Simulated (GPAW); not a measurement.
Runs of GPAW 26.7.0 on AlN. The structure is cubic, space group Fm-3m (No. 225). Conventional cell: a = 4.069 Å, b = 4.069 Å, c = 4.069 Å, α = 90.00°, β = 90.00°, γ = 90.00°. Around Al (site symmetry m-3m) lie 6 N at 2.03 Å. N (site symmetry m-3m) has 6 Al at 2.03 Å as nearest neighbours. Measurements of this composition are mostly on another form, of space group No. 186.

| level | exact-exchange share | gap on the mesh (eV) |
| --- | --- | --- |
| PBEh(alpha) | 0.5 | 8.73 |
| PBEh(alpha) | 0.2 | (b) |
| PBEh(alpha) | 0.35 | 7.39 |
| PBE0 | 0.25 | (a) |
| PBEh(alpha) | 0.1 | 5.21 |

Alike in all rows: task single point; potentials or basis GPAW PAW data sets (gpaw-data 1.2.1), pw; no spin polarisation; cell as given; k mesh 4 × 4 × 4; cutoff (eV) 600; smearing fermi-dirac 0.05 eV; the mesh is coarse, so values aren't converged.

Problem. Fill in the values left out.

Solution. (a) 6.51; (b) 6.07.

Caveats: all runs use coarse meshes; exact exchange converges slowly with the k mesh, and this mesh is small.

A k mesh can miss the band edges.

Runs at the PBE level aren't shown here.
